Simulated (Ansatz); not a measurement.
Cu Kα1 powder pattern (kinematic, no thermal factors).
```csv
2θ (°),relative intensity
22.26,13
32.97,100
42.22,64
45.43,17
48.24,10
54.58,25
63.74,39
71.33,23
75.96,10
77.20,11
81.54,2
86.01,2
```

The pattern is computed from a structure relaxed with DFT PBE, scalar-relativistic, plane waves, PAW (Ansatz 0.2.0). No spin polarisation. Its elements are C, W.

Problem. Give the structure.

Solution. W3C.
Space group P6/mmm (No. 191). a = 4.277 Å, b = 4.277 Å, c = 3.990 Å, α = 90.00°, β = 90.00°, γ = 120.00°
```
atom  site  symmetry       x       y       z
   W    1b     6/mmm  0.0000  0.0000  0.5000
   W    2c      -6m2  0.3333  0.6667  0.0000
   C    1a     6/mmm  0.0000  0.0000  0.0000
```

A pattern alone doesn't exclude other cells with like lines; this is the one computed.

Another cell of W3C relaxed alike, in Pm-3m, lies 269 meV/atom lower, so this cell isn't the stable form at this level.

The cell was found from a structure generator's guess, not taken from experiment.
